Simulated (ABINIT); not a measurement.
## Predicting one run from its neighbours: the energy against the cutoff, LiI (I4mm, 2 atoms in the cell)

```
CELL_PARAMETERS angstrom
      0.00000     3.02505     3.02505
      3.02505     0.00000     3.02505
      3.02505     3.02505     0.00000
ATOMIC_POSITIONS crystal
  Li 0.00826 0.00826 0.99174
  I  0.50000 0.50000 0.50000
```

Method: PBE, norm-conserving pseudopotentials (PseudoDojo nc-sr-05 PBE standard) (plane waves; ABINIT).

Base settings: pseudos = [Li.upf, I.upf]; ecut = 1007 eV; occopt = 3; tsmear = 0.05 eV; ngkpt = 3 3 3; nshiftk = 1; shiftk = 0 0 0; potentials = PseudoDojo nc-sr-05 PBE standard; nband = 10; kptopt = 1.

The last step of the ladder, which sets the zero, is ecut = 2422 eV.

The starting cell has typed, rounded lattice constants, without a prior relaxation at this level. Its lattice was rescaled by up to half a per cent. One atom was moved a little off its site on purpose.

An empirical form for the window shown: the miss falls exponentially with the largest wave vector, which goes as √cutoff: ln(ΔF) = a + b·√cutoff.

```
ecut    √cutoff (√eV)  F less the last step's (meV/atom)  ln of it
------  -------------  ---------------------------------  --------
463 eV         21.517                            1114.49     7.016
490 eV         22.136                             848.46     6.743
544 eV         23.324                                  ?         ?
599 eV         24.474                             242.08     5.489
707 eV         26.589                              56.92     4.042
```

### Question
Fit the line to the 4 rows given and predict the withheld one.

### Answer
Means: x̄ = 23.679, ȳ = 5.8225. Σ(x − x̄)(y − ȳ) = -9.447 and Σ(x − x̄)² = 16.16, so b = -0.5848 and a = ȳ − b·x̄ = 19.670; ΔF halves for each 1.19 in √cutoff. The largest residual of the fitted rows is 0.13. At x = 23.324 the line gives 6.030, that is 416 meV/atom. The run gave 457.70 meV/atom, a miss of 41.70 meV/atom (9 %). The table is a window of a longer ladder. The rows were chosen because the form fits them, the withheld one included, so this shows the method and is no test of the form.

Left out of this page: 10 runs of the series outside the window shown, repeating another row's setting, or not comparable.
